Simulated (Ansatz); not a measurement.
ZrB₂: from a trial structure to a relaxed crystal

These are results of DFT PBE, scalar-relativistic, plane waves, PAW in Ansatz 0.2.0, not measurements. Cutoff 420 eV, Γ-centred k mesh, Gaussian smearing, no spin polarisation in the final step.

The start puts ZrB₂ on the cadmium chloride structure type (R-3m, No. 166), with Zr in place of Cd, B in place of Cl, at a guessed volume.

```
Zr B
1.0
     1.44284    0.83303    4.35776
    -1.44284    0.83303    4.35776
     0.00000   -1.66605    4.35776
Zr B
1 2
Direct
  0.00000 0.00000 0.00000
  0.75000 0.75000 0.75000
  0.25000 0.25000 0.25000
```

Cell and atoms relax at zero pressure; the relaxation can't lower the symmetry of the start. After a coarse first stage the cell is made exact in the group found at 0.06 Å.

Formation energies are uncorrected and refer to the elements' standard structures at the same level.

Question: What does it relax into?

Answer: It keeps R-3m (No. 166), but not the shape of the type it started on. Conventional cell: a = 3.126 Å, c = 12.728 Å. Around Zr lie 2 B at 2.37 Å and 6 B at 2.60 Å; B has 3 B at 1.87 Å.

```
Zr B
1.0
     1.56309    0.90245    4.24279
    -1.56309    0.90245    4.24279
     0.00000   -1.80491    4.24279
Zr B
1 2
Cartesian
  0.0000 0.0000 0.0000
  0.0000 0.0000 10.3603
  0.0000 0.0000 2.3681
```

Question: What are its volume, energy, density and gap?

Answer: The volume per atom is 11.97 Å³ and the density is 5.22 g/cm³. The energy over the elements is -0.12 eV/atom. The gap on the 18×18×18 mesh is 0 eV (a metal).

The final run used a 18×18×18 mesh on its 3-atom cell and 0.10 eV smearing. For metals, differences of a few meV/atom aren't resolved. A structure relaxed within its symmetry needn't be a true minimum.